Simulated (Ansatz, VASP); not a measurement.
## GaAs: VASP beside Ansatz

Contents of INCAR:

```
SYSTEM = GaAs
  PREC = Accurate
  ENCUT = 520
  EDIFF = 1E-6
  ISMEAR = 0
  SIGMA = 0.01
  LREAL = .FALSE.
  LASPH = .TRUE.
  NELM = 80
  ALGO = Normal
  ISIF = 2
  LWAVE = .FALSE.
  LCHARG = .TRUE.
  GGA = CA
  LELF = .TRUE.
  LVHAR = .TRUE.
  NBANDS = 16
```

The input KPOINTS:

```
regular mesh
0
G
  8 8 8
  0 0 0
```

File POSCAR:

```
GaAs
1.0
    0.0000000000      2.8330831656      2.8330831656
    2.8330831656      0.0000000000      2.8330831656
    2.8330831656      2.8330831656      0.0000000000
Ga As
1 1
Direct
    0.0000000000      0.0000000000      0.0000000000
    0.2500000000      0.2500000000      0.2500000000
```

Input for Ansatz:

```yaml
crystal:
  lattice:
    - [0.0, 2.8330831656, 2.8330831656]
    - [2.8330831656, 0.0, 2.8330831656]
    - [2.8330831656, 2.8330831656, 0.0]
  atoms:
    - { symbol: Ga, position: [0.0, 0.0, 0.0] }
    - { symbol: As, position: [0.25, 0.25, 0.25] }
kpoints:
  mp_grid: { grid: [8, 8, 8] }
  band_path:
    path:
      - [0.0, 0.0, 0.0]
      - [-0.5, -0.5, 0.0]
      - [-0.375, -0.375, 0.25]
      - [-0.375, 0.0, 0.375]
      - [0.0, 0.0, 0.5]
      - [-0.5, -0.25, 0.25]
    npoints: 1
hamiltonian:
  xc: lda
scf:
  occupations: { method: fixed }
  n_extra_bands: 4
output:
  forces: true
  stress: true
  eigenvalues: true
  write_density: true
  write_potential: true
  elf: true
  volumetric_format: npy
```

Alike in both runs: task single point; functional LDA; k mesh 8 × 8 × 8; no spin polarisation.

|  | VASP | Ansatz |
| --- | --- | --- |
| version | VASP 6.6.1 | Ansatz 0.2.0 |
| potentials or method | VASP PAW LDA potentials, release 64 (Ga_d, As) | plane waves, PAW |
| plane-wave cutoff (eV) | 520 | 420 |
| occupations | gaussian, width 0.01 eV | fixed |
| valence electrons in the cell | 18 | 28 |

VASP gave:

* gap on the k mesh at the Fermi level (eV): 0.28
* pressure (GPa): -2.1

**Question.** Which values does Ansatz return?

**Answer.** gap on the k mesh at the Fermi level (eV): 0.23; pressure (GPa): -2.3.

The two sets of potentials don't hold the same shells in valence.
